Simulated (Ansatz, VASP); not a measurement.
# Si6Mo: VASP beside Ansatz

```
CELL_PARAMETERS angstrom
0.00000 4.17975 4.17975
4.17975 0.00000 4.17975
4.17975 4.17975 0.00000
ATOMIC_POSITIONS crystal
Si 0.79140 0.20860 0.20860
Si 0.20860 0.79140 0.79140
Si 0.20860 0.79140 0.20860
Si 0.79140 0.20860 0.79140
Si 0.20860 0.20860 0.79140
Si 0.79140 0.79140 0.20860
Mo 0.50000 0.50000 0.50000
```

Alike in both runs: functional PBE; k mesh 4 × 4 × 4; occupations gaussian, width 0.1 eV; no spin polarisation.

Ansatz relaxed the structure, and its values are those at the end. VASP's run is a single point on that final structure, the one shown.

```csv
,VASP,Ansatz
version,VASP 6.6.1,Ansatz 0.2.0
potentials or method,"VASP PAW PBE potentials, release 64 (Si, Mo_sv)","scalar-relativistic, plane waves, PAW"
plane-wave cutoff (eV),520,420
valence electrons in the cell,38,38
```

Ansatz gave:

* gap on the k mesh at the Fermi level (eV): none
* pressure (GPa): -0.1
* rms of the force components (eV/Å): 0.002

Task: What did VASP give for the same quantities?

Result: gap on the k mesh at the Fermi level (eV): none; pressure (GPa): -0.1; rms of the force components (eV/Å): 0.019.

A gap of «none» marks a metal or a gap that the smearing closes.
